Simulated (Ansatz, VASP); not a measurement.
LiF: VASP beside Ansatz

The input POSCAR:

```
LiF
1.0
    0.0000000000      2.0340242559      2.0340242559
    2.0340242559      0.0000000000      2.0340242559
    2.0340242559      2.0340242559      0.0000000000
Li F
1 1
Direct
    0.0000000000      0.0000000000      0.0000000000
    0.5000000000      0.5000000000      0.5000000000
```

The input INCAR.step1:

```
PREC = Accurate ; ENCUT = 520
ISMEAR = 0 ; SIGMA = 0.02
LREAL = F ; LASPH = T
NELM = 100 ; NBANDS = 12
GGA = PE ; ALGO = Normal
EDIFF = 1E-4 ; LWAVE = T
LCHARG = F
```

INCAR.step2

```
PREC = Accurate ; ENCUT = 520
EDIFF = 1E-6 ; ISMEAR = 0
SIGMA = 0.02 ; LREAL = F
LASPH = T ; NELM = 100
ALGO = Normal ; ISIF = 2
LWAVE = F ; LCHARG = F
METAGGA = R2SCAN ; LMIXTAU = T
NBANDS = 12 ; ISTART = 1
```

Contents of KPOINTS:

```
Automatic mesh
0
Gamma
  10 10 10
```

Input for Ansatz:

```yaml
crystal:
  lattice:
    - [0.0, 2.0340242559, 2.0340242559]
    - [2.0340242559, 0.0, 2.0340242559]
    - [2.0340242559, 2.0340242559, 0.0]
  atoms:
    - { symbol: Li, position: [0.0, 0.0, 0.0] }
    - { symbol: F, position: [0.5, 0.5, 0.5] }
basis:
  ecutwfc: 500
kpoints:
  mp_grid: { grid: [10, 10, 10] }
hamiltonian:
  xc: r2scan
scf:
  occupations: { method: gaussian, width: 0.02 }
output:
  forces: true
  stress: true
  eigenvalues: true
```

Alike in both runs: task single point; functional r2SCAN; k mesh 10 × 10 × 10; occupations gaussian, width 0.02 eV; no spin polarisation.

|  | VASP | Ansatz |
| --- | --- | --- |
| version | VASP 6.6.1 | Ansatz 0.2.0 |
| potentials or method | VASP PAW PBE potentials, release 64 (Li_sv, F) | scalar-relativistic, plane waves, PAW |
| plane-wave cutoff (eV) | 520 | 500 |
| valence electrons in the cell | 10 | 10 |

|  | VASP | Ansatz | Ansatz less VASP |
| --- | --- | --- | --- |
| gap on the k mesh at the Fermi level (eV) | 9.98 | 9.79 | -0.189 |
| least direct gap on the mesh (eV) | 9.98 | 9.79 | -0.189 |

Caveats: the PAW data sets were made with another functional, which shifts forces and pressure a little (VASP). r2SCAN opens gaps a little over a GGA but as a rule still falls short of measured ones. A k mesh can miss the band edges.
